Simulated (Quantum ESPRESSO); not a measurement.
Crystal: TaN.

```
CELL_PARAMETERS angstrom
0.00000 2.21132 2.21132
2.21132 0.00000 2.21132
2.21132 2.21132 0.00000
ATOMIC_POSITIONS crystal
Ta 0.50000 0.50000 0.50000
N 0.00000 0.00000 0.00000
```

The cell comes from a database or a generator and needn't be the stable form of this composition.

- Program: Quantum ESPRESSO 7.5
- Task: phonons
- Functional: LDA
- Potentials or basis: GBRV 1.5 LDA
- Cutoff: 762 eV
- Density cutoff: 6095 eV
- k mesh: 10 × 10 × 10
- Occupations: cold, width 0.2 eV
- Spin: no spin polarisation
- Form of the LDA correlation: PZ81
- Mixing beta: 0.5
- Most SCF iterations: 120
- SCF threshold: 4e-10 Ry

The cell and the atoms were relaxed first, to 10.28 Å³/atom (a = 3.075 Å, b = 3.075 Å, c = 3.075 Å, α = 60.00°, β = 60.00°, γ = 60.00°), and the response was taken there.

Task: Which optical modes does the crystal have at the zone centre, and which show in infrared and Raman spectra?

Result: The optical modes are T1u. Infrared active: T1u. None is Raman active.

Optical modes at Γ, degenerate ones joined:
| cm⁻¹ | components | symmetry | active in |
| --- | --- | --- | --- |
| 420 | 3 | T1u | IR |
